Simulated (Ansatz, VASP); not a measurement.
## Ba in VASP and in Ansatz

File INCAR:

```
  ALGO = Fast
  EDIFF = 1E-6
  EDIFFG = -0.01
  ENCUT = 600
  GGA = PE
  IBRION = 2
  ISIF = 3
  ISMEAR = 0
  LASPH = True
  LCHARG = False
  LREAL = False
  LWAVE = False
  NELM = 60
  NSW = 80
  PREC = Accurate
  SIGMA = 0.1
```

The input KPOINTS:

```
k-points
0
Gamma
  12 12 12
```

POSCAR

```
Ba
1.0
    0.0000000000      3.1706325491      3.1706325491
    3.1706325491      0.0000000000      3.1706325491
    3.1706325491      3.1706325491      0.0000000000
Ba
1
Direct
    0.0000000000      0.0000000000      0.0000000000
```

Input for Ansatz:

```yaml
crystal:
  lattice:
    - [0.0, 3.1706325491, 3.1706325491]
    - [3.1706325491, 0.0, 3.1706325491]
    - [3.1706325491, 3.1706325491, 0.0]
  atoms:
    - { symbol: Ba, position: [0.0, 0.0, 0.0] }
basis:
  ecutwfc: 420
kpoints:
  mp_grid: { grid: [12, 12, 12] }
hamiltonian:
  xc: pbe
scf:
  occupations: { method: gaussian, width: 0.1 }
output:
  forces: true
  stress: true
  eigenvalues: true
relax:
  adjacent_minimum: "off"
  f_tol: 0.01
  max_steps: 60
  cell: { stress_tol: 0.1 }
```

Alike in both runs: task relaxation of cell and atoms; functional PBE; k mesh 12 × 12 × 12; occupations gaussian, width 0.1 eV; no spin polarisation.

|  | VASP | Ansatz |
| --- | --- | --- |
| version | VASP 6.6.1 | Ansatz 0.2.0 |
| potentials or method | VASP PAW PBE potentials, release 64 (Ba_sv) | scalar-relativistic, plane waves, PAW |
| plane-wave cutoff (eV) | 600 | 420 |
| valence electrons in the cell | 10 | 10 |

Ansatz gave:

* gap on the k mesh at the Fermi level, each at its own relaxed structure (eV): none
* relaxed volume (Å³/atom): 63.75
* relaxed cell length with the largest relative difference (Å): 4.484

Question: What did VASP give for the same quantities?

Answer: gap on the k mesh at the Fermi level, each at its own relaxed structure (eV): none; relaxed volume (Å³/atom): 64.04; relaxed cell length with the largest relative difference (Å): 4.491.

A gap of «none» marks a metal or a gap that the smearing closes.

The runs have no spin-orbit coupling, so splittings on Ba are missing.
